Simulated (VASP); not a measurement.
# FeSi23 (a cell with a defect) in VASP: a series of runs, part 3 of 4

VASP 6.6.1.

## 4. Single point, PBEsol, collinear spin, zero start

The input, INCAR:

```
PREC = Accurate
ENCUT = 350
EDIFF = 1E-5
ISMEAR = 0
SIGMA = 0.03
LREAL = Auto
LASPH = T
NELM = 120
ALGO = Normal
ISIF = 2
LWAVE = F
LCHARG = F
ISPIN = 2
MAGMOM = 0 0 0 0 0 0 0 0 0 0 0 0 0 0 0 0 0 0 0 0 0 0 0 0
LORBIT = 11
NUPDOWN = 0
LMAXMIX = 4
GGA = PS
NBANDS = 72
ISYM = 0
KPAR = 4
```

The input, KPOINTS:

```
Automatic mesh
0
Gamma
  2 3 3
```

The input, POSCAR:

```
FeSi23                                  
1.0
    0.0000000000      8.1555000000      8.1555000000
    5.4370000000      0.0000000000      5.4370000000
    5.4370000000      5.4370000000      0.0000000000
  Fe              Si            
     1    23
Direct
     0.0004784893117146    0.9990405005912028    0.9976281903113661
     0.0007057907267219    0.0006844485155663    0.4983935881602212
     0.0013195856520346    0.4999129293600607    0.9983789898041382
     0.0006235717326371    0.5008794153389428    0.4991760673198032
     0.3342664822657010    0.9993432796908985    0.9985668636392662
     0.3323335256744741    0.9997811257129021    0.5026104622215208
     0.3325483212637648    0.5039005067660419    0.9979320005406047
     0.3337006313959472    0.5004683245204514    0.4984091249506730
     0.6677886296732664    0.0014906662838299    0.0003400734466049
     0.6698226880662952    0.0003360894458366    0.4968411175238828
     0.6706471027256553    0.4977851017485768    0.9983661559002970
     0.6680512031187504    0.5002214714162067    0.4988470289449743
     0.0809701083659401    0.1200266103471542    0.1184675637905773
     0.0803684948068398    0.1213590725180959    0.6371236162821013
     0.0805841178488769    0.6387098636331793    0.1197457057474212
     0.0832565481430660    0.6262265561777918    0.6239357412568017
     0.4147816085495256    0.1274600118039351    0.1261276887652148
     0.4181792425827253    0.1255121592762992    0.6229338137147309
     0.4189706819650684    0.6235695962661717    0.1235419318789884
     0.4177262454911719    0.6248496454138410    0.6229479846849150
     0.7602476793941213    0.1206368669362085    0.1194796988136016
     0.7504838212531515    0.1253104389386160    0.6251290680196456
     0.7509759406887118    0.6262377577188775    0.1237996237730184
     0.7510284893038355    0.6257845615793121    0.6238329005096462
```

Potentials or basis: VASP PAW PBE potentials, release 64 (Fe, Si).

On the command line:

```console
> cat potpaw_PBE.64/Fe/POTCAR potpaw_PBE.64/Si/POTCAR > POTCAR
> mpirun -np 4 vasp_std > vasp.out
```

OUTCAR:

```text
PREC = Accurate
   ENCUT = 350
   EDIFF = 1E-5
   ISMEAR = 0
   LREAL = Auto
   LASPH = T
   NELM = 120
   ISIF = 2
   ISPIN = 2
   LORBIT = 11
   NUPDOWN = 0
   GGA = PS
   ISYM = 0

 ion  position               nearest neighbor table
   1  0.000  0.999  0.998-  15 2.26  21 2.26  14 2.26  13 2.28
   2  0.001  0.001  0.498-  16 2.35  22 2.36  14 2.38  13 2.39
   3  0.001  0.500  0.998-  16 2.35  23 2.36  15 2.38  13 2.39
   4  0.001  0.501  0.499-  16 2.35  24 2.35  15 2.38  14 2.38
   5  0.334  0.999  0.999-  18 2.36  19 2.36  17 2.36  13 2.39
   6  0.332  1.000  0.503-  18 2.35  20 2.35  17 2.36  14 2.37
[... 16 lines left out ...]
  23  0.751  0.626  0.124-  11 2.35  12 2.35   9 2.36   3 2.36
  24  0.751  0.626  0.624-   4 2.35  11 2.35  10 2.35  12 2.35

IMPORTANT INFORMATION: All symmetrisations will be switched off!
NOSYMM: (Re-)initialisation of all symmetry stuff for point group C_1.

----------------------------------------------------------------------------------------

                                     Primitive cell

  volume of cell :     482.1690

  direct lattice vectors                    reciprocal lattice vectors
     0.000000000  8.155500000  8.155500000    -0.061308320  0.061308320  0.061308320
     5.437000000  0.000000000  5.437000000     0.091962479 -0.091962479  0.091962479
     5.437000000  5.437000000  0.000000000     0.091962479  0.091962479 -0.091962479

  length of vectors
    11.533618708  7.689079139  7.689079139     0.106189124  0.159283687  0.159283687

  position of ions in fractional coordinates (direct lattice)
     0.000478489  0.999040501  0.997628190
     0.000705791  0.000684449  0.498393588
     0.001319586  0.499912929  0.998378990
     0.000623572  0.500879415  0.499176067
     0.334266482  0.999343280  0.998566864
     0.332333526  0.999781126  0.502610462
[... 16 lines left out ...]
     0.750975941  0.626237758  0.123799624
     0.751028489  0.625784562  0.623832901

  ion indices of the primitive-cell ions
   primitive index   ion index
                 1           1
                 2           2
                 3           3
                 4           4
                 5           5
                 6           6
[... 16 lines left out ...]
                23          23
                24          24

----------------------------------------------------------------------------------------

 KPOINTS: Automatic mesh

Automatic generation of k-mesh.
 Grid dimensions read from file:
 generate k-points for:    2    3    3

 Generating k-lattice:

  Cartesian coordinates                     Fractional coordinates (reciprocal lattice)
    -0.030654160  0.030654160  0.030654160     0.500000000  0.000000000  0.000000000
     0.030654160 -0.030654160  0.030654160     0.000000000  0.333333333  0.000000000
     0.030654160  0.030654160 -0.030654160     0.000000000  0.000000000  0.333333333

  Length of vectors
     0.053094562  0.053094562  0.053094562

  Shift w.r.t. Gamma in fractional coordinates (k-lattice)
     0.000000000  0.000000000  0.000000000

 WARNING: IBZKPT: internal override: KBLOWUP is changed to .FALSE.
      ... skipping the blow-up phase ...

 Subroutine IBZKPT returns following result:
 ===========================================

 Found     10 irreducible k-points:

 Following reciprocal coordinates:
            Coordinates               Weight
[... 42 lines left out ...]
   EFERMI =   0.00;   METHOD = LEGACY
   ISMEAR =     0;   SIGMA  =   0.03  broadening in eV -4-tet -1-fermi 0-gaus
   EFERMI_NEDOS =   21; number of points for ismear=-14 and -15
   IALGO  =     38    algorithm
   IMIX   =      4    mixing-type and parameters
     AMIX     =   0.40;   BMIX     =  1.00
     AMIX_MAG =   1.60;   BMIX_MAG =  1.00
  volume/ion in A,a.u.               =      20.09       135.58
  Fermi-wavevector in a.u.,A,eV,Ry     =   0.969040  1.831220 12.776397  0.939039
  Thomas-Fermi vector in A             =   2.099060
   LORBIT       =     11    0 simple, 1 ext, 2 COOP (PROOUT), +10 PAW based schemes
   GGA     = PS    functional components
   LHFCALC =     F    Hartree Fock is set to
   AEXX    =    0.0000 exact exchange contribution
   IVDW    =     0    specifies the selected vdW correction
   LEPSILON=     F    determine dielectric tensor
   LRPA    =     F    only Hartree local field effects (RPA)
 spin polarized calculation
 Gauss-broadening in eV      SIGMA  =   0.03
  energy-cutoff  :      350.00
  volume of cell :      482.17
 maximum number of plane-waves:      7219
   NGX = 35   NGY = 23   NGZ = 23

 number of electron     100.0000000 magnetization       0.0000000

 number of electron      99.9999997 magnetization       0.0000000

 number of electron      99.9999996 magnetization      -0.0000000

 Free energy of the ion-electron system (eV)
  ---------------------------------------------------
  ext. energy  EPLUGINS =         0.00000000
  ---------------------------------------------------
  free energy    TOTEN  =      -138.85867808 eV

  energy without entropy =     -138.85867808  energy(sigma->0) =     -138.85867808

 E-fermi :   5.4206     XC(G=0):  -9.5693

 val. band max:        5.2382487898   @ k =   0.0000   0.0000   0.0000
 cond. band min:       5.6129810494   @ k =   0.0000  -0.3333   0.3333
 fundamental gap:      0.3747322596
 Fermi energy:         5.4205622675

 spin component 1

 k-point     1 :       0.0000    0.0000    0.0000
  band No.  band energies     occupation
      1      -6.2851      1.00000
      2      -5.0049      1.00000
      3      -4.8111      1.00000
      4      -4.0232      1.00000
      5      -3.9588      1.00000
      6      -3.8706      1.00000
[... 639 lines left out ...]
     61       8.7701      0.00000
     62       8.9010      0.00000
 Fermi energy:         5.4205622675

 spin component 2

 k-point     1 :       0.0000    0.0000    0.0000
  band No.  band energies     occupation
      1      -6.2851      1.00000
      2      -5.0049      1.00000
      3      -4.8111      1.00000
      4      -4.0232      1.00000
      5      -3.9588      1.00000
      6      -3.8706      1.00000
[... 639 lines left out ...]
     61       8.7701      0.00000
     62       8.9010      0.00000
 [bands above 62 left out]

------------------------ aborting loop because EDIFF is reached ----------------------------------------

  FORCE on cell =-STRESS in cart. coord.  units (eV):
  Direction    XX          YY          ZZ          XY          YZ          ZX
  --------------------------------------------------------------------------------------
  -------------------------------------------------------------------------------------
  Total       -4.8318198     -4.1850447     -4.1772203      0.7450274     -0.1273463      0.7487366
  in kB      -16.0554342    -13.9062948    -13.8802954      2.4756178     -0.4231532      2.4879429
  external PRESSURE =     -14.6140081 kB  Pullay stress =       0.0000000 kB

 VOLUME and BASIS-vectors are now :
 -----------------------------------------------------------------------------
  energy-cutoff  :      350.00
  volume of cell :      482.17
      direct lattice vectors                 reciprocal lattice vectors
     0.000000000  8.155500000  8.155500000    -0.061308320  0.061308320  0.061308320
     5.437000000  0.000000000  5.437000000     0.091962479 -0.091962479  0.091962479
     5.437000000  5.437000000  0.000000000     0.091962479  0.091962479 -0.091962479

 POSITION                                       TOTAL-FORCE (eV/Angst)
 -----------------------------------------------------------------------------------
     10.85589      5.42801      5.43569         0.044046      0.030842      0.038485
      2.71349      2.71552      0.00948        -0.021235      0.005689     -0.060453
      8.14621      5.43895      2.72879        -0.000957     -0.062302      0.000355
      5.43730      2.71911      2.72837         0.032044     -0.005197     -0.002713
     10.86264      8.15532      8.15954        -0.033711     -0.003166     -0.002644
      8.16850      5.44304      8.14616        -0.006160      0.022632     -0.005433
[... 16 lines left out ...]
      4.07795      6.79768      9.52944        -0.013126      0.002861     -0.013310
      6.79417      9.51679      9.52740         0.002884      0.000635     -0.009506
 -----------------------------------------------------------------------------------
    total drift:                               -0.002049     -0.001970     -0.003529

  FREE ENERGIE OF THE ION-ELECTRON SYSTEM (eV)
  ---------------------------------------------------
  free  energy   TOTEN  =      -138.8586780788 eV

  energy  without entropy=     -138.8586780788  energy(sigma->0) =     -138.85867808

 total charge

# of ion       s       p       d       tot
------------------------------------------
    1        0.514   0.368   6.511   7.393
    2        0.761   0.915   0.000   1.676
    3        0.761   0.914   0.000   1.675
    4        0.760   0.918   0.000   1.678
    5        0.757   0.921   0.000   1.678
    6        0.756   0.928   0.000   1.683
[... 16 lines left out ...]
   23        0.752   0.938   0.000   1.689
   24        0.751   0.941   0.000   1.692
--------------------------------------------------
tot         17.936  21.600   6.511  46.047

 magnetization (x)

# of ion       s       p       d       tot
------------------------------------------
    1        0.000   0.000  -0.000  -0.000
    2       -0.000  -0.000   0.000  -0.000
    3       -0.000  -0.000   0.000  -0.000
    4        0.000  -0.000   0.000   0.000
    5       -0.000   0.000   0.000  -0.000
    6       -0.000   0.000   0.000  -0.000
[... 16 lines left out ...]
   23       -0.000  -0.000   0.000  -0.000
   24       -0.000   0.000   0.000   0.000
--------------------------------------------------
tot         -0.000   0.000  -0.000  -0.000
```

It took 2.7 min on 4 MPI ranks of Intel Xeon 6975P-C (Granite Rapids), shared host; peak memory 0.65 GiB.

What came out:

- Free energy: -138.8587 eV
- Pressure: -1.5 GPa
- Largest force: 0.186 eV/Å
- Net moment: 0.00 μB per cell
- Valence electrons inside the program's atomic spheres: Fe 7.39; Si 1.68, 1.69, 1.66, 1.67

Forces in eV/Å, atoms in the order of the input:
```
Fe   0.044  0.031  0.038
Si  -0.021  0.006 -0.060
Si  -0.001 -0.062  0.000
Si   0.032 -0.005 -0.003
Si  -0.034 -0.003 -0.003
Si  -0.006  0.023 -0.005
Si  -0.002 -0.001  0.029
Si   0.005  0.010  0.002
Si  -0.049  0.012  0.012
Si  -0.010  0.003 -0.012
Si   0.009 -0.022  0.006
Si   0.015 -0.007  0.003
Si  -0.105 -0.107 -0.109
Si   0.086  0.091 -0.055
Si   0.070 -0.056  0.087
Si  -0.004  0.018  0.014
Si   0.022 -0.005 -0.006
Si  -0.001 -0.005  0.010
Si   0.007 -0.003 -0.005
Si   0.016  0.002 -0.003
Si  -0.057  0.087  0.078
Si  -0.006 -0.008  0.006
Si  -0.013  0.003 -0.013
Si   0.003  0.001 -0.010
```

Stress tensor (GPa, compression positive):
```
-1.61  0.25  0.25
 0.25 -1.39 -0.04
 0.25 -0.04 -1.39
```

Caveat: the PAW data sets were made with another functional, which shifts forces and pressure a little; the total moment is fixed, so each spin has its own Fermi level.

[end of part 3 of 4]
